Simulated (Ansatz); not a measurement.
# SiO$_{2}$: stiffness from a series of strains

```xyz
6
Lattice="-2.3740 2.3740 3.7440 2.3740 -2.3740 3.7440 2.3740 2.3740 -3.7440" Properties=species:S:1:pos:R:3 pbc="T T T"
Si    0.0000    0.0000    0.0000
Si    0.0000    2.3740    1.8720
O     1.1870    2.9599    2.8080
O     0.5858    1.1870    0.9360
O    -1.1870    1.7882    2.8080
O    -0.5858    3.5611    0.9360
```

Atoms are numbered in the order listed.

The cell is COD entry 9006285, as deposited and not checked against the literature; nothing was relaxed.

Level of theory: Ansatz 0.2.0, DFT, PBE, all-electron LAPW, scalar-relativistic.

Sampling and basis: a Γ-centred 7×7×7 k mesh, Fermi–Dirac smearing of 0.03 eV, basis error target 1 meV/atom, no spin polarisation.

The strain is applied along the Cartesian axes of the cell as listed (the other components stay zero). Fractional coordinates are held (clamped ions).

σ is the change of stress from the unstrained cell, which is at 3.51 GPa; tension is positive, so slopes are stress–strain coefficients at that pressure.

Only quantities that a quadratic follows smoothly over the whole series are listed; rougher ones are left out.

```tsv
εzz	σzz (GPa)	σxx (GPa)
-0.0300	-6.76	-5.20
-0.0200	-4.47	-3.37
0.0000	0.00	0.00
0.0100	2.18	1.55
0.0200	4.33	3.00
0.0300	6.44	4.38
```

Q: Fit the series and read off the stiffness at zero strain.

A: Least-squares fits y = p0 + p1 x + p2 x² to the rows give σzz (GPa): p1 = 220, p2 = -180; σxx (GPa): p1 = 160, p2 = -460. So C33 = 220 GPa and C13 = 160 GPa, for these axes.

Q: One run, at εzz = -0.0100, is withheld. Predict its row.

A: The fits give -2.22, -1.64; the run gave -2.22, -1.64.
